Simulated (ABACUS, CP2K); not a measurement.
This is a calculation of Ge for ABACUS 3.10.1. This isn't the form of Ge at room conditions, which is diamond.

INPUT

```
INPUT_PARAMETERS
suffix              Ge
calculation         scf
basis_type          pw
pseudo_dir          ./
symmetry            1
dft_functional      pbe
ecutwfc             79
pseudo_rcut         7
nspin               1
nbands              11
ks_solver           dav
smearing_method     fd
smearing_sigma      0.00367493
scf_thr             1e-08
scf_nmax            100
mixing_type         broyden
mixing_beta         0.7
cal_force           1
cal_stress          1
kpar                4
```

The input STRU:

```
ATOMIC_SPECIES
Ge 72.6300 Ge.upf

LATTICE_CONSTANT
1.8897261246

LATTICE_VECTORS
2.7104700000 0.0000000000 0.0000000000
0.0000000000 2.7104700000 0.0000000000
0.0000000000 0.0000000000 2.7104700000

ATOMIC_POSITIONS
Direct

Ge
0.0
1
0.0000000000 0.0000000000 0.0000000000 1 1 1
```

File KPT:

```
K_POINTS
0
Gamma
10 10 10 0 0 0
```

Potentials or basis: PseudoDojo NC SR 0.4.1 PBE standard, plane waves.

Run with:

```sh
$ OMP_NUM_THREADS=1 mpirun -np 4 abacus > log
```

**Question.** Set up the same calculation for CP2K 2026.2. Potentials or basis there: POTENTIAL_UZH Ge GTH-PBE-q4; TZVP-MOLOPT-PBE-GTH basis.

**Answer.** As run (cutoffs and basis follow the program's own potentials, and thresholds, step limits or extra output files can differ):

ge_scf.inp

```
&GLOBAL
  PROJECT ge_scf
  RUN_TYPE ENERGY_FORCE
  PRINT_LEVEL LOW
&END GLOBAL
&FORCE_EVAL
  METHOD QS
  STRESS_TENSOR ANALYTICAL
  &DFT
    BASIS_SET_FILE_NAME BASIS_MOLOPT_UZH
    POTENTIAL_FILE_NAME POTENTIAL_UZH
    &MGRID
      CUTOFF 450
      REL_CUTOFF 60
      NGRIDS 5
    &END MGRID
    &QS
      METHOD GPW
      EPS_DEFAULT 1.0E-10
    &END QS
    &KPOINTS
      SCHEME MONKHORST-PACK 10 10 10
      GAMMA_CENTERED T
      SYMMETRY T
      SYMMETRY_BACKEND SPGLIB
    &END KPOINTS
    &SCF
      SCF_GUESS ATOMIC
      EPS_SCF 1.0E-6
      MAX_SCF 100
      ADDED_MOS 8
      CHOLESKY OFF
      EPS_EIGVAL 1.0E-7
      &DIAGONALIZATION ON
        ALGORITHM STANDARD
      &END DIAGONALIZATION
      &MIXING ON
        METHOD BROYDEN_MIXING
        ALPHA 0.4
        BETA 1.5
        NBUFFER 8
      &END MIXING
      &SMEAR ON
        METHOD FERMI_DIRAC
        ELECTRONIC_TEMPERATURE [K] 580.226
      &END SMEAR
    &END SCF
    &XC
      &XC_FUNCTIONAL PBE
      &END XC_FUNCTIONAL
    &END XC
    &PRINT
      &KPOINTS ON
      &END KPOINTS
      &MULLIKEN ON
      &END MULLIKEN
      &MO ON
        ENERGIES T
        OCCUPATION_NUMBERS T
        &EACH
          QS_SCF 0
        &END EACH
        ADD_LAST NUMERIC
      &END MO
      &LOWDIN ON
      &END LOWDIN
      &HIRSHFELD ON
        SHAPE_FUNCTION DENSITY
      &END HIRSHFELD
    &END PRINT
  &END DFT
  &SUBSYS
    &CELL
      ABC 2.7104700000 2.7104700000 2.7104700000
      ALPHA_BETA_GAMMA 90.0000000000 90.0000000000 90.0000000000
      PERIODIC XYZ
    &END CELL
    &COORD
      SCALED
      Ge  0.0000000000 0.0000000000 0.0000000000
    &END COORD
    &KIND Ge
      BASIS_SET TZVP-MOLOPT-PBE-GTH-q4
      POTENTIAL GTH-PBE-q4
    &END KIND
    &PRINT
      &ATOMIC_COORDINATES ON
      &END ATOMIC_COORDINATES
      &CELL ON
      &END CELL
    &END PRINT
  &END SUBSYS
  &PRINT
    &FORCES ON
    &END FORCES
    &STRESS_TENSOR ON
    &END STRESS_TENSOR
  &END PRINT
&END FORCE_EVAL
```

Potentials or basis: POTENTIAL_UZH Ge GTH-PBE-q4; TZVP-MOLOPT-PBE-GTH basis.

The run is started by

```sh
$ OMP_NUM_THREADS=1 cp2k.psmp -i ge_scf.inp -o ge_scf.out
```

Both were run:

|  | ABACUS | CP2K |
| --- | --- | --- |
| Pressure | -0.4 GPa | 0.4 GPa |

The potentials hold 14 and 4 valence electrons a cell.

Pressure is positive in compression.
